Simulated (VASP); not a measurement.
A run of VASP 6.6.1:

The input INCAR:

```
SYSTEM = Se
PREC = Accurate
ENCUT = 520
EDIFF = 1E-6
ISMEAR = 0
SIGMA = 0.1
LREAL = .False.
LASPH = .True.
NELM = 100
ALGO = Normal
ISIF = 2
LWAVE = .False.
LCHARG = .False.
GGA = PS
NBANDS = 9
```

KPOINTS

```
Automatic mesh
0
Gamma
  22 22 22
  0 0 0
```

File POSCAR:

```
Se
1.0
   -1.3873695128      1.3873695128      1.3873695128
    1.3873695128     -1.3873695128      1.3873695128
    1.3873695128      1.3873695128     -1.3873695128
Se
1
Direct
    0.0000000000      0.0000000000      0.0000000000
```

Potentials or basis: VASP PAW PBE potentials, release 64 (Se).

Run with:

```bash
$ cat potpaw_PBE.64/Se/POTCAR > POTCAR
$ mpirun -np 1 vasp_std > vasp.out
```

Hardware: 1 thread of Intel(R) Xeon(R) 6975P-C (Granite Rapids), with other jobs on the host.

Task: Estimate the wall time of this run.

Result: Run time: 8.7 s on 1 thread of Intel(R) Xeon(R) 6975P-C (Granite Rapids) (shared host), peak memory 0.14 GiB. Counts: scf iterations 10, k points 328.
